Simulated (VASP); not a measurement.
The system is P.

```
P
1.0
     2.63501    0.00000    0.00000
    -1.31751    2.28199    0.00000
     0.00000    0.00000    2.44926
P
1
Cartesian
  0.0000 0.0000 0.0000
```

The cell was built by a generator and needn't be a form met in nature.

* Program: VASP 6.6.1
* Task: relaxation of cell and atoms
* Functional: PBE
* Potentials or basis: VASP PAW PBE potentials, release 64 (P)
* Cutoff: 600 eV
* k mesh: 12 × 12 × 11
* Occupations: gaussian, width 0.05 eV
* Spin: no spin polarisation

At the start: pressure -0.3 GPa; volume 14.73 Å³/atom.

Task: Where does the relaxation end?

Result: Over 3 steps the energy falls by 9.4 meV/atom and the volume is 14.65 Å³/atom (-0.5 %); space group P6/mmm (No. 191, to 0.05 Å).

The path:
```tsv
step	energy change (eV)	largest force (eV/Å)	pressure (GPa)	volume (Å³)
1	0.0000	0.0000	-0.34	14.73
2	-0.0094	0.0000	0.01	14.66
3	-0.0094	0.0000	0.03	14.65
```

Final structure:
```xyz
1
Lattice="2.6002 0.0000 0.0000 -1.3001 2.2518 0.0000 0.0000 0.0000 2.5027" Properties=species:S:1:pos:R:3 pbc="T T T"
P     0.0000    0.0000    0.0000
```
